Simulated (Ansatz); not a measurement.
# Meshes and cutoff for the phonons of CsH (Fm-3m), part 2 of 2

Aim: how dense must the meshes and how high the cutoff be for the phonons of CsH (Fm-3m)?

Ansatz 0.2.0; DFT PBEsol, scalar-relativistic, plane waves, PAW.

So far. Step 11 (Another k mesh, q mesh 2×2×2): The highest optical mode at the zone centre (no LO-TO term) is 402.1 cm⁻¹, +0.0 cm⁻¹ against the base run. Step 12 (Another k mesh, k-mesh 12×12×12, q mesh 2×2×2): The highest optical mode at the zone centre (no LO-TO term) is 402.1 cm⁻¹, +0.0 cm⁻¹ against the base run. The relaxed cell has a = 6.252 Å (conventional setting).

The database entry behind the starting cell differs from later determinations by our own check (0.1 to 0.3 % short, probably kX units), so it need not match the best structure at ambient conditions.

### 13. Side by side (continued)

The runs together. Table of phonon density of states by wavenumber; read off at these points; values in 1/cm⁻¹/cell:

```tsv
wavenumber (cm⁻¹)	6×6×6	8×8×8	12×12×12
5	4.0e-4	4.0e-4	4.0e-4
25	0.0199	0.0198	0.0198
35	0.115	0.114	0.114
45	0.0712	0.0714	0.0714
65	0.0157	0.0159	0.0159
85	0	0	0
95	0	0	0
115	0	0	0
135	0	0	0
155	0	0	0
175	0	0	0
195	0	0	0
215	0	0	0
235	0	0	0
255	0	0	0
265	0	0	0
285	0	0	0
305	0	0	0
325	0	0	0
345	0	0	0
365	0	0	0
385	0	0	0
405	4.6e-4	4.4e-4	4.4e-4
425	0.00258	0.00255	0.00255
445	0.0128	0.0127	0.0127
455	0.0263	0.0261	0.0262
465	0.0445	0.0447	0.0447
475	0.0279	0.0280	0.0280
495	0.0291	0.0290	0.0290
515	0.00614	0.0062	0.00619
535	0.00359	0.00359	0.00359
555	0.00382	0.00383	0.00383
575	0.00413	0.00413	0.00413
595	0.00451	0.00451	0.00451
615	0.00489	0.00489	0.00489
625	0.00515	0.00515	0.00515
645	0.00576	0.00576	0.00576
665	0.00684	0.00684	0.00684
685	0.00979	0.00978	0.00978
705	0	0	0
```

The runs together, line C_V. The C_V, 6×6×6 = 8×8×8 = 12×12×12 by temperature:

```tsv
temperature (K)	C_V, 6×6×6 = 8×8×8 = 12×12×12 (J/mol-atom/K)
0	0
50	10.9
100	12.5
150	14.6
200	16.8
250	18.7
300	20.1
350	21.1
400	21.8
450	22.4
500	22.8
550	23.2
600	23.4
650	23.6
700	23.8
750	23.9
800	24.1
850	24.1
900	24.2
950	24.3
1000	24.4
```

### 14. Another cutoff, cutoff 170 eV, q mesh 2×2×2

The cutoff is set to 170 eV on a small fixed q mesh.

input.yaml

```yaml
crystal:
  lattice:
    - [0.0, 3.1261165314, 3.1261165314]
    - [3.1261165314, 0.0, 3.1261165314]
    - [3.1261165314, 3.1261165314, 0.0]
  atoms:
    - { symbol: Cs, position: [0.0, 0.0, 0.0] }
    - { symbol: H, position: [0.5, 0.5, 0.5] }
kpoints:
  mp_grid: { grid: [8, 8, 8] }
hamiltonian:
  xc: pbesol
scf:
  occupations: { method: fixed }
output:
  eigenvalues: true
phonons:
  method: dfpt
  qmesh: [2, 2, 2]
  temperatures: { t_max: 1000, t_step: 50 }
  qpath:
    path:
      - [[0.0, 0.0, 0.0], [0.5, 0.0, 0.5], [0.625, 0.25, 0.625]]
      - [[0.375, 0.375, 0.75], [0.0, 0.0, 0.0], [0.5, 0.5, 0.5], [0.5, 0.25, 0.75], [0.5, 0.0, 0.5]]
    npoints: 10
basis:
  ecutwfc: 170
```

Command:

```console
$ ansatz run input.yaml --threads 4 --pin off --max-ram 7168MiB --backend cpu --events-out ev --progress --plain --runs-dir out
```

Wall time 4 s (4 threads of Intel Xeon Platinum 8488C (Sapphire Rapids), shared host); peak memory 0.49 GiB.

The run finished; it serves as a test, and its numbers are not taken as the result.

### 15. Another cutoff, cutoff 230 eV, q mesh 2×2×2

The cutoff is set to 230 eV on a small fixed q mesh.

Edit input.yaml of step 14 so:

```diff
@@ -26,2 +26,2 @@
 basis:
-  ecutwfc: 170
+  ecutwfc: 230
```

The job ended after 7.1 s (4 threads; peak memory 0.53 GiB).

The run finished; it serves as a test, and its numbers are not taken as the result.

### 16. Another cutoff, cutoff 290 eV, q mesh 2×2×2

The cutoff is set to 290 eV on a small fixed q mesh.

Edit input.yaml of step 15 so:

```diff
@@ -26,2 +26,2 @@
 basis:
-  ecutwfc: 230
+  ecutwfc: 290
```

Run time: 10 s. Hardware: 4 threads; peak memory 0.54 GiB.

The run finished; it serves as a test, and its numbers are not taken as the result.

### 17. Another cutoff, cutoff 360 eV, q mesh 2×2×2

The cutoff is set to 360 eV on a small fixed q mesh.

Edit input.yaml of step 16 so:

```diff
@@ -26,2 +26,2 @@
 basis:
-  ecutwfc: 290
+  ecutwfc: 360
```

Wall time 8.1 s (4 threads); peak memory 0.6 GiB.

Frequencies (cm⁻¹) solved at each irreducible wavevector; negative means imaginary. Frequencies by wavevector, by row:

```tsv
q in reciprocal lattice units	star	mode 1	mode 2	mode 3	mode 4	mode 5	mode 6
0 0 0	1	0	0	0	401.4	401.4	401.4
0 0 -0.5	4	38.3	38.3	64.5	505.2	505.2	698.5
0 -0.5 -0.5	3	33.9	33.9	61.1	427.3	427.3	488.2
```

The highest optical mode at the zone centre (no LO-TO term) is 401.4 cm⁻¹, -0.7 cm⁻¹ against the base run.

### 18. Another cutoff, cutoff 550 eV, q mesh 2×2×2

The cutoff is set to 550 eV on a small fixed q mesh.

Edit input.yaml of step 17 so:

```diff
@@ -26,2 +26,2 @@
 basis:
-  ecutwfc: 360
+  ecutwfc: 550
```

It took 16 s on 4 threads; peak memory 0.77 GiB.

The highest optical mode at the zone centre (no LO-TO term) is 401.9 cm⁻¹, -0.2 cm⁻¹ against the base run.

### 19. What came out

| Item | Value |
| --- | --- |
| mean frequency, q mesh 2×2×2 | 282 cm⁻¹ |
| mean frequency, q mesh 3×3×3 | 282 cm⁻¹ |
| mean frequency, q mesh 6×6×6 | 282 cm⁻¹ |
| highest optical mode at the zone centre (no LO-TO term), k-mesh 2×2×2 | -245 cm⁻¹ |
| highest optical mode at the zone centre (no LO-TO term), k-mesh 4×4×4 | 396 cm⁻¹ |
| highest optical mode at the zone centre (no LO-TO term), k-mesh 6×6×6 | 402 cm⁻¹ |
| highest optical mode at the zone centre (no LO-TO term), k-mesh 8×8×8 | 402 cm⁻¹ |
| highest optical mode at the zone centre (no LO-TO term), k-mesh 12×12×12 | 402 cm⁻¹ |
| highest optical mode at the zone centre (no LO-TO term), cutoff 170 eV | 426 cm⁻¹ |
| highest optical mode at the zone centre (no LO-TO term), cutoff 230 eV | 406 cm⁻¹ |
| highest optical mode at the zone centre (no LO-TO term), cutoff 290 eV | 400 cm⁻¹ |
| highest optical mode at the zone centre (no LO-TO term), cutoff 360 eV | 401 cm⁻¹ |
| highest optical mode at the zone centre (no LO-TO term), cutoff 550 eV | 402 cm⁻¹ |

**Reading.** Over the whole q mesh series, coarse runs included, the mean frequency runs from 281.5 to 282.0 cm⁻¹; from 2×2×2 on it stays within 0.5 cm⁻¹ of the finest run (6×6×6), against a tolerance of 2.8. The k mesh changes along this series too, so part of the change is its. Over the whole k mesh series, coarse runs included, the lowest mode on the q mesh (acoustic modes at Γ apart) runs from -245.1 to 33.9 cm⁻¹; from 4×4×4 on all solved modes stay within 6.1 cm⁻¹ of the finest run (12×12×12), against a tolerance of 7.0. Over the whole cutoff series, coarse runs included, the lowest mode on the q mesh (acoustic modes at Γ apart) runs from 32.8 to 34.0 cm⁻¹; from 230 eV on all solved modes stay within 4.3 cm⁻¹ of the finest run (550 eV), against a tolerance of 7.0. All runs share the cell relaxed at the base settings, which is not exactly at rest under another k mesh or cutoff. Spin-orbit coupling is left out, which can matter for the heavy elements here. These are harmonic frequencies at zero temperature: anharmonic shifts, linewidths and thermal expansion are left out.

[Logs are printed without paths, hosts, clocks, repeated set-up lines and the standing remarks that a program may print on its own settings, such as how far it seeks lower states.]

[Hosts, paths, dates, database ids (printed as entryN), source tags and the programs' standing remarks are cut or masked in the printed files.]
